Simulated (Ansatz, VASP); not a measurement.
# GaAs in two plane-wave programs

One calculation is typed for both programs; each brings its own data sets and cutoff. How far apart do they land? The cell is taken from a series of VASP runs on this material, whose earlier steps may have relaxed, scaled or displaced it; both programs get it as it stands.

Main program and level: Ansatz 0.2.0; plane waves, with VASP 6.6.1 beside it; relaxation of cell and atoms at PBEsol.

**1. Set-up**

Symmetry: F-43m, No. 216, cubic system. Conventional cell: a = 5.663 Å, b = 5.663 Å, c = 5.663 Å, α = 90.00°, β = 90.00°, γ = 90.00°. As has 4 Ga at 2.45 Å nearest. Nearest to Ga lie 4 As at 2.45 Å. Farther neighbours are not listed.

As a file:

```
As Ga
1.0
     0.00000    2.83148    2.83148
     2.83148    0.00000    2.83148
     2.83148    2.83148    0.00000
As Ga
1 1
Direct
  0.75000 0.75000 0.75000
  0.00000 0.00000 0.00000
```

**2. VASP: relaxation of cell and atoms, PBEsol**

The relaxed volume is the usual yardstick between codes: its relative difference is about their pressure difference at one cell divided by the bulk modulus.

Lines of VASP's logs that name or quote its potential files are left out, and so is its time.

File INCAR:

```
SYSTEM = GaAs
PREC = Accurate
ENCUT = 520
EDIFF = 1E-07
NELM = 100
ISMEAR = 0
SIGMA = 0.03
LREAL = .FALSE.
ALGO = Normal
GGA = PS
NBANDS = 15
LORBIT = 11
LWAVE = .FALSE.
LCHARG = .FALSE.
KPAR = 4
IBRION = 2
NSW = 50
ISIF = 3
EDIFFG = -0.005
LASPH = .TRUE.
```

File POSCAR:

```
GaAs
1.0
    0.0000000000      2.8314785216      2.8314785216
    2.8314785216      0.0000000000      2.8314785216
    2.8314785216      2.8314785216      0.0000000000
As Ga
1 1
Direct
    0.7500000000      0.7500000000      0.7500000000
    0.0000000000      0.0000000000      0.0000000000
```

File KPOINTS:

```
Automatic mesh
0
Gamma
8 8 8
0 0 0
```

Potentials, in the order of the species: As and Ga_d (PBE family, release 64).

On the command line:

```
> mpirun -np 4 vasp_std
```

Numbers of over 12 decimals in the logs are rounded to 6 here.

The program printed:

```text
[banner, memory and clock lines left out]
running    4 mpi-ranks, on    1 nodes
 distrk:  each k-point on    1 cores,    4 groups
 distr:  one band on    1 cores,    1 groups

 POSCAR found type information on POSCAR AsGa
 POSCAR found :  2 types and       2 ions
|                                                                             |
|               ----> ADVICE to this user running VASP <----                  |
|                                                                             |
|     You enforced a specific xc type in the INCAR file but a different       |
|     [... a line on the potential file left out ...]
|     I HOPE YOU KNOW WHAT YOU ARE DOING!                                     |
|                                                                             |

 LDA part: xc-table for (Slater+PW92), standard interpolation
 POSCAR, INCAR and KPOINTS ok, starting setup
 FFT: planning ... GRIDC
 FFT: planning ... GRID_SOFT
 FFT: planning ... GRID
 WAVECAR not read
 entering main loop
       N       E                     dE             d eps       ncg     rms          rms(c)
DAV:   1     0.797580378273E+02    0.79758E+02   -0.89367E+03   909   0.163E+03
DAV:   2    -0.306905822819E+01   -0.82827E+02   -0.78777E+02  1017   0.318E+02
DAV:   3    -0.919370521922E+01   -0.61246E+01   -0.61052E+01  1045   0.682E+01
DAV:   4    -0.928508183420E+01   -0.91377E-01   -0.91367E-01  1032   0.931E+00
DAV:   5    -0.928647286896E+01   -0.13910E-02   -0.13910E-02  1143   0.101E+00    0.292E+00
DAV:   6    -0.912058397595E+01    0.16589E+00   -0.23757E-01  1310   0.977E+00    0.172E+00
DAV:   7    -0.908908789783E+01    0.31496E-01   -0.60972E-02  1361   0.215E+00    0.536E-01
DAV:   8    -0.908728213422E+01    0.18058E-02   -0.93899E-03  1059   0.117E+00    0.102E-01
DAV:   9    -0.908744857210E+01   -0.16644E-03   -0.71067E-04  1138   0.352E-01    0.430E-02
DAV:  10    -0.908747925690E+01   -0.30685E-04   -0.51501E-05  1226   0.726E-02    0.232E-02
DAV:  11    -0.908750023265E+01   -0.20976E-04   -0.25060E-05   989   0.525E-02    0.244E-03
DAV:  12    -0.908750025443E+01   -0.21781E-07   -0.87058E-07  1163   0.144E-02
   1 F= -.90875003E+01 E0= -.90875003E+01  d E =-.908750E+01
 curvature:   0.00 expect dE= 0.000E+00 dE for cont linesearch  0.000E+00
 trial: gam= 0.00000 g(F)=  0.366E-45 g(S)=  0.116E-05 ort = 0.000E+00 (trialstep = 0.100E+01)
 search vector abs. value=  0.116E-05
 reached required accuracy - stopping structural energy minimisation
```

OUTCAR, selected parts (step 2):

```text
ion  position               nearest neighbor table
   1  0.750  0.750  0.750-   2 2.45   2 2.45   2 2.45   2 2.45
   2  0.000  0.000  0.000-   1 2.45   1 2.45   1 2.45   1 2.45

  LATTYP: Found a face centered cubic cell.
 ALAT       =     5.6629570432

 Subroutine GETGRP returns: Found 24 space group operations
 (whereof 24 operations were pure point group operations)

The static configuration has the point symmetry T_d .

 Found     29 irreducible k-points:

   k-points           NKPTS =     29   k-points in BZ     NKDIM =     29   number of bands    NBANDS=     15

   dimension x,y,z NGX =    30 NGY =   30 NGZ =   30
   dimension x,y,z NGXF=    60 NGYF=   60 NGZF=   60

   ENCUT  =  520.0 eV  38.22 Ry    6.18 a.u.   7.45  7.45  7.45*2*pi/ulx,y,z

   NELECT =      18.0000    total number of electrons

 k-points in reciprocal lattice and weights: Automatic mesh
   0.00000000  0.00000000  0.00000000       0.002
   0.12500000  0.00000000  0.00000000       0.016
   0.25000000  0.00000000  0.00000000       0.016
   0.37500000  0.00000000  0.00000000       0.016
   0.50000000  0.00000000  0.00000000       0.008
   0.12500000  0.12500000  0.00000000       0.012
   0.25000000  0.12500000  0.00000000       0.047
   0.37500000  0.12500000  0.00000000       0.047
   0.50000000  0.12500000  0.00000000       0.047
[...]
-0.37500000  0.50000000  0.12500000       0.023
  -0.25000000  0.50000000  0.25000000       0.012

 average (electrostatic) potential at core
       1 -50.2528       2 -66.2677

 E-fermi :   3.9483

 k-point     1 :       0.0000    0.0000    0.0000
  band No.  band energies     occupation
    ...
      5     -10.9293      2.00000
      6      -8.9573      2.00000
      7       3.7599      2.00000
      8       3.7599      2.00000
      9       3.7599      2.00000
     10       4.1786      0.00000
     11       7.4479      0.00000
     12       7.4479      0.00000
     13       7.4479      0.00000
     14      11.1338      0.00000
    ...

 k-point     2 :       0.1250    0.0000    0.0000
  band No.  band energies     occupation
    ...
      5     -10.9295      2.00000
      6      -8.7750      2.00000
      7       1.7692      2.00000
      8       3.5231      2.00000
      9       3.5231      2.00000
     10       5.2803      0.00000
     11       7.7956      0.00000
     12       7.7956      0.00000
     13       7.8829      0.00000
     14      12.0916      0.00000
    ...

 k-point     3 :       0.2500    0.0000    0.0000
  band No.  band energies     occupation
    ...
      5     -10.9290      2.00000
      6      -8.2658      2.00000
      7      -0.3995      2.00000
      8       3.0811      2.00000
      9       3.0811      2.00000
     10       5.1304      0.00000
     11       8.3101      0.00000
     12       8.3101      0.00000
     13       9.6126      0.00000
     14      12.5352      0.00000
    ...

  Total       -0.0040046     -0.0040046     -0.0040046      0.0000000      0.0000000      0.0000000
  in kB       -0.1413187     -0.1413187     -0.1413187      0.0000000      0.0000000      0.0000000
  external PRESSURE =      -0.1413187 kB  Pullay stress =       0.0000000 kB

  energy-cutoff  :      520.00
  volume of cell :       45.40
      direct lattice vectors                 reciprocal lattice vectors
     0.000000000  2.831478522  2.831478522    -0.176586189  0.176586189  0.176586189
     2.831478522  0.000000000  2.831478522     0.176586189 -0.176586189  0.176586189
     2.831478522  2.831478522  0.000000000     0.176586189  0.176586189 -0.176586189

 POSITION                                       TOTAL-FORCE (eV/Angst)
 -----------------------------------------------------------------------------------
      4.24722      4.24722      4.24722         0.000000      0.000000      0.000000
      0.00000      0.00000      0.00000        -0.000000     -0.000000     -0.000000
 -----------------------------------------------------------------------------------
    total drift:                               -0.000000     -0.000000     -0.000000

  FREE ENERGIE OF THE ION-ELECTRON SYSTEM (eV)
  ---------------------------------------------------
  free  energy   TOTEN  =        -9.0875002544 eV

  energy  without entropy=       -9.0875002544  energy(sigma->0) =       -9.08750025

 reached required accuracy - stopping structural energy minimisation

 total charge
# of ion       s       p       d       tot
------------------------------------------
    1        1.212   1.587   0.031   2.830
    2        0.883   0.798   9.993  11.674
--------------------------------------------------
tot          2.095   2.386  10.024  14.505

[... 3 further parts left out ...]
```

CONTCAR:

```
GaAs
   1.00000000000000
     0.0000000000000000    2.8314785215999998    2.8314785215999998
     2.8314785215999998    0.0000000000000000    2.8314785215999998
     2.8314785215999998    2.8314785215999998    0.0000000000000000
  As              Ga
     1     1
Direct
     0.7500000000000000    0.7500000000000000    0.7500000000000000
     0.0000000000000000    0.0000000000000000    0.0000000000000000
```

The run keeps the 24 symmetry operations of its start, so it cannot find a distortion of lower symmetry.

**3. Ansatz: relaxation of cell and atoms, PBEsol**

Ansatz runs on its default PAW (the set named soft_2) files.

The same cell, functional, mesh and smearing now go to Ansatz, which takes its cutoff from its data sets.

File input.yaml:

```yaml
crystal:
  lattice:
    - [0.0, 2.8314785216, 2.8314785216]
    - [2.8314785216, 0.0, 2.8314785216]
    - [2.8314785216, 2.8314785216, 0.0]
  atoms:
    - { symbol: As, position: [0.75, 0.75, 0.75] }
    - { symbol: Ga, position: [0.0, 0.0, 0.0] }
hamiltonian:
  xc: pbesol
  pseudopotentials: { kind: paw }
kpoints:
  mp_grid: { grid: [8, 8, 8] }
scf:
  occupations: { method: gaussian, width: 0.03 }
relax:
  f_tol: 0.01
  max_steps: 60
  cell: { stress_tol: 0.05 }
output:
  forces: true
  stress: true
```

On the command line:

```
> ansatz run input.yaml --threads 4 --pin off --max-ram 9216MiB --backend cpu --events-out ev --progress --plain --runs-dir out
```

The program printed:

```text
Engine: ansatz 0.2.0, aarch64-unknown-linux-gnu
Pseudopotentials: kind: paw
Pseudopotential: As, paw, valence charge 15, recommended cutoff 420 eV (normal), As.paw.azcp
Pseudopotential: Ga, paw, valence charge 13, recommended cutoff 420 eV (normal), Ga.paw.azcp
Functional definition: PBEsol
  exchange = pbesol_x
  correlation = pbesol_c
Crystal: 2 atoms, lattice volume = 45.401 Å³
Basis set: ecut = 420 eV, 893 PW (Γ), exchange–correlation on 54×54×54 points (8 copies of the dense FFT grid, shifted against one another)
Bands: 18, of which v1, the nominal top of the filled ones, is band 14 counted from 1 (13 counted from 0)
Symmetry: 24 space group operations
Space group: F-43m (ITA 216), of the structure as read, at distance tolerance 3.6e-5 Å
k-points: 29 of 512 (time reversal used)
Non-local potential: As, projectors of the file, l = 0: 2, l = 1: 2, l = 2: 3, l = 3: 1
Non-local potential: Ga, projectors of the file, l = 0: 2, l = 1: 2, l = 2: 3, l = 3: 1
PAW form: soft (Blöchl's): semilocal exchange-correlation on the pseudo side does not see the compensation charge
PAW frozen core: As, regenerated for the run's functional, and the local potential with it (the file was generated under x = pbe(κ = 0.804, μ = 0.219515), c = pbe(β = 0.066725))
PAW frozen core: Ga, regenerated for the run's functional, and the local potential with it (the file was generated under x = pbe(κ = 0.804, μ = 0.219515), c = pbe(β = 0.066725))
PAW one-centre angular grid: As, 590 points (default); XC on 64 Gauss nodes
PAW one-centre angular grid: Ga, 590 points (default); XC on 64 Gauss nodes
Initial density: superposition of atomic densities (neutral atoms: chi_scale 0, normalization atom), corrected by the library's trained network
Initial wavefunctions: pseudopotential atomic-orbital guess
Functional: x = pbesol(κ = 0.804, μ = 0.123457), c = pbesol(β = 0.046)
SCF iter   1: F=—  HF=-8556.857809 eV  |F-HF|=—  |Δ(HF+E_count)|=         —  Δρ=3.24e-3  dr2=7.75e-3  ethr=1.77e-3  ⟨swp⟩=6.0  Hψ=2495  notcnv=0
preconditioner: auto → none  [insulator: Δε(μ)=0.393 eV  Ē_g=15.378 eV  σ=0.030 eV  W_gap=1.00  n_scr=14 (ndim 8)  ℏωp=23.4 eV  f_vac=0.091  D(μ)=0.00/eV (n_scr^D=0)  ε∞_Penn≈3.3]
SCF iter   2: F=—  HF=-8556.854752 eV  |F-HF|=—  |Δ(HF+E_count)|=   3.06e-3  Δρ=1.15e-3  dr2=5.70e-4  ethr=2.77e-5  ⟨swp⟩=2.1  Hψ=1009  notcnv=0
SCF iter   3: F=—  HF=-8556.854784 eV  |F-HF|=—  |Δ(HF+E_count)|=   3.24e-5  Δρ=4.30e-4  dr2=8.77e-5  ethr=2.03e-6  ⟨swp⟩=2.0  Hψ=783  notcnv=0
SCF iter   4: F=—  HF=-8556.854791 eV  |F-HF|=—  |Δ(HF+E_count)|=   6.92e-6  Δρ=2.07e-4  dr2=1.21e-5  ethr=3.13e-7  ⟨swp⟩=2.0  Hψ=783  notcnv=0
SCF iter   5: F=—  HF=-8556.854797 eV  |F-HF|=—  |Δ(HF+E_count)|=   5.60e-6  Δρ=3.78e-5  dr2=3.65e-7  ethr=4.33e-8  ⟨swp⟩=2.0  Hψ=783  notcnv=0
SCF iter   6: F=-8556.854797 eV  HF=-8556.854797 eV  |F-HF|=1.13e-9  |Δ(HF+E_count)|=   3.58e-7  Δρ=3.31e-6  dr2=3.55e-9  ethr=3.57e-10  ⟨swp⟩=4.0  Hψ=1637  notcnv=0
SCF 1 converged in 6 iterations: F = -8556.854797 eV  dr2 = 3.55e-9
  greatest PAW one-centre occupation: 0.999 electrons in one spin orbital (limit 2), on the As atom at site 0 (counted from 0), in its partial waves of l = 2
relax step   1: F+E_penalty+E_count = -8556.85479706 eV  Δ(F+E_penalty+E_count) = +0.000e0 eV  max|allowed force component| = 1.122e-16 eV/Å  Δτ_max = 0.0000 Å  P = -0.161 GPa  Ω = 45.401 Å³  (6 SCF iters, dr2 threshold 1.00e-7 eV, accepted)
[...]
relax step   2: F+E_penalty+E_count = -8556.85486456 eV  Δ(F+E_penalty+E_count) = -6.750e-5 eV  max|allowed force component| = 2.938e-17 eV/Å  Δτ_max = 0.0000 Å  P = -0.028 GPa  Ω = 45.314 Å³  energy of the carried Pulay correction = +1.618e-5 eV  (3 SCF iters, dr2 threshold 6.46e-8 eV, accepted)
[...]
relax step   3: F+E_penalty+E_count = -8556.85485443 eV  Δ(F+E_penalty+E_count) = +1.013e-5 eV  max|allowed force component| = 2.718e-17 eV/Å  Δτ_max = 0.0000 Å  P = -0.028 GPa  Ω = 45.314 Å³  stress off target by 2.85e-2 GPa  SCF on the basis re-selected at this cell (its energy is not comparable with the rows above)  (5 SCF iters)
basis re-selected at this cell: Δ(F+E_penalty+E_count) = +1.013e-5 eV, ΔP = -0.000 GPa vs the last step (what re-selecting the basis moved, of the pressure what is left beyond the Pulay correction that the steps carried, after the strain that the cell walked since its last selection, with what the two solves' SCF thresholds leave and, on support functions, any second-order correction that the steps lacked; it is no m [...]
SCF converged after 5 iterations
Free energy (F): -8556.854854 eV
Harris-Foulkes:  -8556.854854 eV  (|F-HF|=5.46e-12)
Internal energy: -8556.854854 eV  (E = F + TS)
E sigma→0 (E₀):  -8556.854854 eV
Fermi energy:    8.221540 eV
--- Per-component energies (eV) ---
  E_band       = -317.172322
  E_kinetic    = 219.350612
  E_local      = -3923.252318  (includes V_loc(G=0)·N_el)
  E_nonlocal   = -242.275221
  E_hartree    = 1973.511158
  E_xc         = -147.210487
  E_vxc        = -137.391154  (∫ρ·V_xc dr)
  E_paw        = -3742.768856  (= ΣΔE_a)
  E_vpaw       = -180.626396  (= ΣTr[D̂ρ^β])
  E_aug_tail   = -0.000136  (compensation charges beyond the density's cutoff)
  E_ewald      = -2696.039015
  E_core_change = 1.829407  (= ΣΔE_core)
  E_smearing   = -0.000000  (= −TS)
  E_closure    = 0.000000  (closes the sum)
  Σ components = -8556.854854   (vs F -8556.854854, Δ=0.00e0)
--- Forces (eV/Å), atoms counted from 1 ---
  atom   1  As     0.00000000     0.00000000    -0.00000000
  atom   2  Ga    -0.00000000    -0.00000000     0.00000000
  max |Σ_I F_I| component: 3.82e-17 eV/Å
--- Stress (GPa, compression-positive) ---
       -0.028494      -0.000000      -0.000000
       -0.000000      -0.028494       0.000000
       -0.000000       0.000000      -0.028494
  P = ⅓ Tr σ = -0.0285 GPa (-0.285 kbar)
--- Relaxed structure (2 steps of the walk, 2 accepted, 1 SCFs on fresh bases) ---
  F+E_penalty+E_count = -8556.85485443 eV   max|allowed force component| = 2.718e-17 eV/Å   (the final SCF, on the basis selected at the relaxed cell)
  cell:  # Å, volume = 45.3145 Å³
    - [0, 2.829669, 2.829669]
    - [2.829669, 0, 2.829669]
    - [2.829669, 2.829669, 0]
  atoms:
    - { symbol: As, position: [0.750000, 0.750000, 0.750000] }
    - { symbol: Ga, position: [0, 0, 0] }
```

Elapsed: 1.4 s, on 4 threads of Arm Neoverse V2, shared host; peak memory 0.35 GiB.

**4. Side by side**

Known differences besides the potentials themselves: both relaxations stop at a tolerance, which leaves soft axes loose, and VASP keeps its plane-wave basis; the data sets hold 28 valence electrons in Ansatz (default PAW (the set named soft_2) files) and 18 in VASP; the cutoff is 420 eV in Ansatz and 520 eV in VASP; Ansatz makes its cores anew for this functional, VASP keeps those of its PBE data sets; Ansatz adds a Pulay correction to the stress that steers its cell, VASP none. Total energies have different zeros and are not compared.

Both answers:

```tsv
quantity	Ansatz	VASP	difference
volume (Å³)	45.31	45.40	-0.19 %
edge a after relaxation, in the typed setting (Å)	4.002	4.004	-0.06 %
```

The walks stopped with -0.03 GPa left in Ansatz and -0.01 GPa in VASP; each walk ends within a tolerance, so the volume difference is uncertain by about these residues over the bulk modulus, most in soft cells.

**5. Results**

```yaml
difference_in_volume_relaxation_of_cell_and_atoms_pbesol: -0.19 %
```

In words: The difference in volume is -0.19 % (relaxation of cell and atoms, PBEsol), within the 1.2 % picked in this series as the mark of a large difference, as far as the stopping tolerances let one tell. How closely two codes agree says nothing of how well the functional describes the real material.

[Lines on the potential files, build, host, timing and source positions are cut from VASP's logs without a mark.]

[Logs are printed without paths, hosts, clocks, repeated set-up lines and the standing remarks that a program may print on its own settings, such as how far it seeks lower states.]

[Hosts, paths, dates, database ids (printed as entryN), source tags and the programs' standing remarks are cut or masked in the printed files.]
